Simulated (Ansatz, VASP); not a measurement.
## Pd in VASP and in Ansatz

```
Pd
1.0
     1.34711   -4.38315    0.01895
     1.34711    4.38315    0.01895
    -0.06877    0.00000    2.71901
Pd
2
Direct
  0.86705 0.13295 0.25000
  0.13295 0.86705 0.75000
```

Alike in both runs: functional PBE; k mesh 8 × 8 × 6; occupations gaussian, width 0.1 eV; no spin polarisation.

Ansatz relaxed the structure, and its values are those at the end. VASP's run is a single point on that final structure, the one shown.

|  | VASP | Ansatz |
| --- | --- | --- |
| version | VASP 6.6.1 | Ansatz 0.2.0 |
| potentials or method | VASP PAW PBE potentials, release 64 (Pd) | scalar-relativistic, plane waves, PAW |
| plane-wave cutoff (eV) | 520 | 420 |
| valence electrons in the cell | 20 | 36 |

|  | VASP | Ansatz | Ansatz less VASP |
| --- | --- | --- | --- |
| gap on the k mesh at the Fermi level (eV) | none | none | - |
| pressure (GPa) | -0.2 | 0.1 | +0.29 |

A gap of «none» marks a metal or a gap that the smearing closes. The two sets of potentials don't hold the same shells in valence.

Caveats: the k mesh is coarse (spacing up to 0.39 Å⁻¹), so the values aren't converged.
